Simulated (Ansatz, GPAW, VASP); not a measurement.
# One calculation of BN, 3 ways

```
N B
1.0
     0.00000    1.81300    1.81300
     1.81300    0.00000    1.81300
     1.81300    1.81300    0.00000
N B
1 1
Direct
  0.25000 0.25000 0.25000
  0.00000 0.00000 0.00000
```

The cell is a database's computed one, not the measured one.

Alike in all runs: task single point; functional PBE; k mesh 13 × 13 × 13; occupations gaussian, width 0.027 eV; no spin polarisation; no spin-orbit coupling. Pressure is positive in compression and, in plane waves, holds the error of the finite cutoff.

| program and potentials | plane-wave cutoff (eV) | notes | pressure (GPa) |
| --- | --- | --- | --- |
| Ansatz, all-electron LAPW, scalar-relativistic | - | - | ? |
| VASP, PBE PAW files B, N, 520 eV | 520 | - | -0.16 |
| GPAW, GPAW PAW data sets (gpaw-data 1.2.1) | 800 | - | -1.60 |

Question: Estimate from the other rows what the run with Ansatz, all-electron LAPW, scalar-relativistic gave.

Answer: Pressure -0.41 GPa. The other rows, which needn't bracket it: pressure -1.60 to -0.16.
